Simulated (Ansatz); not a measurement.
The cell is HfSiO4 on the sites of polar orthorhombic HfO2 (relaxed group P2_1); cell and atoms were relaxed with r2SCAN. It is monoclinic, P2_1 (No. 4); conventional cell a = 4.601 Å, b = 5.092 Å, c = 5.295 Å, β = 92.3°, 10.33 Å³ an atom. Hf is surrounded by 6 O at 1.98–2.24 Å; Si is surrounded by 5 O at 1.64–1.85 Å; O is surrounded by 1 Si at 1.64 Å and 1 Hf at 1.98 Å; O is surrounded by 1 Si at 1.85 Å and 2 Hf at 2.02–2.07 Å; O is surrounded by 2 Si at 1.73–1.82 Å and 1 Hf at 2.24 Å; O is surrounded by 1 Si at 1.74 Å and 2 Hf at 2.07–2.14 Å.

```xyz
12
Lattice="4.5996 0.0000 0.0992 0.0000 5.0918 0.0000 0.1027 0.0000 5.2937" Properties=species:S:1:pos:R:3 pbc="T T T"
Hf    1.0392    1.1303    0.4954
Si    1.4378    3.7926    2.2236
Si    3.2645    1.2467    3.1692
Hf    3.6632    3.6762    4.8975
O    -0.1775    1.6413    1.9705
O     0.3105    4.3229    0.8566
O     2.3613    2.7101    3.3526
O     2.5696    5.3750    4.4404
O     2.3411    5.2560    2.0402
O     2.1327    2.8291    0.9525
O     4.3918    1.7769    4.5363
O     4.8799    4.1872    3.4224
```

The questions ask for values computed with Ansatz on this geometry. Values at 0 K without nuclear motion; spin polarisation is off, and the phase may be a hypothetical one.

(1) Is there a gap with PBE, and of what kind?

(2) What does r2SCAN give for the gap (6×6×6 mesh)?

(3) Estimate the gap with PBE0 on 4×4×4.

(4) What are ε∞ and the Born charges with r2SCAN?

## Answers

(1) With PBE the valence top lies at Y₂ and the conduction bottom at Γ–Z (0.60 of the way from Γ), 3.64 eV higher; the smallest vertical gap, at Γ–Z (0.50 of the way from Γ), is 3.90 eV.

(2) The r2SCAN gap is indirect, 4.17 eV (Y₂ to Γ–Z (0.59 of the way from Γ)), below the direct gap of 4.42 eV at Γ–Z (0.50 of the way from Γ). The gap differs by +0.53 eV from PBE's.

(3) The PBE0 gap is indirect, 6.07 eV (Y₂ to Γ–Z (0.59 of the way from Γ)), below the direct gap of 6.33 eV at Γ–Z (0.50 of the way from Γ). The gap differs by +2.43 eV from PBE's.

(4) The electronic dielectric tensor ε∞ is a tensor with principal values 3.88, 4.01, 4.07. Born charges, averaged over directions: Hf +5.16, Si +4.18, O -2.43 to -2.21 e. The program notes that the ground state's band table doesn't vouch for all the bands that the response reads.

Spin-orbit coupling is left out.

Where an edge lies off the special points, it is a point of the mesh or the k point where a search put PBE's edge or least direct gap, reused for the other functionals, whose own edges may lie a little apart.

The meshes of the hybrids are coarse, so their gaps aren't converged to the digits shown.
